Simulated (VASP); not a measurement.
Wanted: the native input for a VASP 6.6.1 run.

```
Task                   : single point
Functional             : PBE
Potentials or basis    : VASP PAW PBE potentials, release 64 (Zn, O)
Cutoff                 : 520 eV
k mesh                 : 9 × 9 × 6
Occupations            : gaussian, width 0.02 eV
Spin                   : no spin polarisation
Dipole correction      : no
Further INCAR settings : ALGO = Normal; EDIFF = 1e-06; NBANDS = 26
```

The structure of ZnO lies in POSCAR:

```
ZnO
1.0
    3.2799762975      0.0000000000      0.0000000000
   -1.6399881488      2.8405427975      0.0000000000
    0.0000000000      0.0000000000      5.2938301350
Zn O
2 2
Direct
    0.3333333333      0.6666666667      0.0014577647
    0.6666666667      0.3333333333      0.5014577647
    0.3333333333      0.6666666667      0.3805422353
    0.6666666667      0.3333333333      0.8805422353
```

The cell was built by a generator and isn't the measured one.

One way to write it, as run:

INCAR

```
SYSTEM = ZnO
  ALGO = Normal
  EDIFF = 1E-6
  ENCUT = 520
  GGA = PE
  ISIF = 2
  ISMEAR = 0
  LASPH = .True.
  LCHARG = .False.
  LREAL = .False.
  LWAVE = .False.
  NBANDS = 26
  NELM = 100
  PREC = Accurate
  SIGMA = 0.02
```

KPOINTS

```
k-points
0
Gamma
  9 9 6
  0 0 0
```

Potentials or basis: VASP PAW PBE potentials, release 64 (Zn, O).

Run with:

```console
$ cat potpaw_PBE.64/Zn/POTCAR potpaw_PBE.64/O/POTCAR > POTCAR
$ mpirun -np 1 vasp_std > vasp.out
```

It gave:

```json
{
  "Pressure": "0.9 GPa",
  "Band gap on the k mesh": "0.73 eV, direct"
}
```

It took 25 s on 1 thread of Intel(R) Xeon(R) Platinum 8559C (Emerald Rapids) (shared host), peak memory 0.18 GiB.
